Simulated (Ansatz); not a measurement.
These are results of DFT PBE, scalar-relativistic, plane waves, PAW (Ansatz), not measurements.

Structure of BaTiO₃:

```
CELL_PARAMETERS angstrom
2.86307 1.65299 2.35630
-2.86307 1.65299 2.35630
0.00000 -3.30599 2.35630
ATOMIC_POSITIONS crystal
Ba 0.00495 0.00495 0.00495
Ti 0.51919 0.51919 0.51919
O 0.48839 0.48839 0.97777
O 0.48839 0.97777 0.48839
O 0.97777 0.48839 0.48839
```

Settings: cutoff 420 eV, Γ-centred mesh 6×6×6 on the computed 5-atom cell, Gaussian smearing of 0.02 eV; no spin polarisation.

Levels along Γ–T–H2 | H0–L–Γ–S0 | S2–F–Γ, in eV from a zero inside the gap, sorted by energy at each point. Points in fractions of the primitive reciprocal vectors: Γ (0.000 0.000 0.000), T (0.500 0.500 0.500), H2 (0.505 0.495 0.500), H0 (0.500 -0.495 0.495), L (0.500 0.000 0.000), S0 (0.497 -0.497 0.000), S2 (0.503 0.000 0.497), F (0.500 0.000 0.500).
```
point k (1/Å, with 2π) band 17  band 18  band 19  band 20  band 21  band 22  band 23
    Γ             0.000    -2.32    -1.97    -1.82    -1.82     1.31     1.31     1.50
    -             0.191    -2.27    -2.22    -1.87    -1.87     1.43     1.43     1.56
    -             0.381    -2.81    -2.14    -2.00    -2.00     1.71     1.71     1.76
    -             0.571    -3.47    -2.06    -2.06    -1.95     2.07     2.07     2.07
    -             0.762    -3.61    -1.98    -1.98    -1.73     2.40     2.46     2.46
    -             0.952    -3.65    -1.75    -1.75    -1.52     2.67     2.80     2.80
    -             1.143    -3.65    -1.47    -1.47    -1.37     2.84     3.03     3.03
    T             1.333    -3.58    -1.35    -1.35    -1.31     2.90     3.11     3.11
    -             1.335    -3.58    -1.35    -1.35    -1.31     2.90     3.11     3.11
    -             1.337    -3.58    -1.35    -1.35    -1.31     2.90     3.11     3.11
    -             1.338    -3.58    -1.35    -1.35    -1.31     2.90     3.11     3.11
    -             1.340    -3.58    -1.35    -1.35    -1.31     2.90     3.11     3.11
    -             1.341    -3.58    -1.35    -1.35    -1.31     2.90     3.11     3.11
    -             1.343    -3.58    -1.35    -1.35    -1.31     2.90     3.11     3.11
   H2             1.345    -3.58    -1.35    -1.35    -1.31     2.90     3.11     3.11
   H0             1.345    -3.58    -1.35    -1.35    -1.31     2.90     3.11     3.11
    -             1.500    -3.57    -1.44    -1.42    -1.37     2.83     3.05     3.07
    -             1.655    -3.54    -1.68    -1.58    -1.48     2.65     2.89     2.96
    -             1.810    -3.42    -1.95    -1.76    -1.67     2.35     2.70     2.83
    -             1.965    -3.20    -2.11    -1.99    -1.93     1.97     2.55     2.71
    -             2.120    -2.94    -2.33    -2.22    -2.06     1.64     2.46     2.63
    -             2.275    -2.73    -2.60    -2.51    -2.05     1.48     2.44     2.61
    L             2.431    -2.92    -2.80    -2.33    -2.16     1.46     2.45     2.60
    -             2.541    -2.90    -2.78    -2.29    -2.14     1.45     2.39     2.54
    -             2.652    -2.82    -2.72    -2.21    -2.10     1.43     2.21     2.36
    -             2.762    -2.71    -2.60    -2.08    -2.03     1.40     1.97     2.10
    -             2.873    -2.57    -2.43    -1.95    -1.94     1.36     1.74     1.82
    -             2.983    -2.44    -2.25    -1.88    -1.82     1.32     1.56     1.58
    -             3.094    -2.35    -2.07    -1.83    -1.79     1.31     1.38     1.52
    Γ             3.204    -2.32    -1.97    -1.82    -1.82     1.31     1.31     1.50
    -             3.360    -2.39    -2.16    -1.84    -1.75     1.31     1.42     1.53
    -             3.516    -2.52    -2.41    -1.91    -1.77     1.38     1.62     1.71
    -             3.672    -2.81    -2.39    -2.05    -1.82     1.58     1.84     2.03
    -             3.828    -2.90    -2.33    -2.25    -1.74     1.88     2.11     2.35
    -             3.984    -2.81    -2.37    -2.26    -1.58     2.19     2.35     2.62
    -             4.140    -2.83    -2.25    -2.20    -1.43     2.44     2.51     2.81
   S0             4.296    -2.86    -2.19    -2.12    -1.37     2.55     2.56     2.87
   S2             4.296    -2.86    -2.19    -2.12    -1.37     2.55     2.56     2.87
    -             4.297    -2.86    -2.19    -2.12    -1.37     2.55     2.56     2.87
    -             4.298    -2.86    -2.19    -2.12    -1.37     2.55     2.56     2.87
    -             4.298    -2.86    -2.19    -2.12    -1.37     2.55     2.56     2.87
    -             4.299    -2.86    -2.19    -2.12    -1.37     2.55     2.56     2.87
    -             4.300    -2.86    -2.19    -2.12    -1.37     2.55     2.56     2.87
    -             4.301    -2.86    -2.19    -2.12    -1.37     2.55     2.56     2.87
    F             4.302    -2.86    -2.19    -2.12    -1.37     2.55     2.56     2.87
    -             4.458    -2.83    -2.30    -2.13    -1.43     2.47     2.51     2.80
    -             4.614    -2.81    -2.44    -2.17    -1.58     2.26     2.35     2.60
    -             4.769    -2.92    -2.31    -2.21    -1.75     1.99     2.11     2.33
    -             4.925    -2.87    -2.26    -2.10    -1.86     1.72     1.83     2.02
    -             5.081    -2.54    -2.31    -1.92    -1.87     1.52     1.55     1.73
    -             5.237    -2.33    -2.15    -1.83    -1.82     1.37     1.38     1.54
    Γ             5.393    -2.32    -1.97    -1.82    -1.82     1.31     1.31     1.50
```

Spin-orbit coupling is left out, which matters for the bands of heavy elements.

Cost: 1 run of about 1.4 core-minutes, on Arm Neoverse V1 (shared hosts).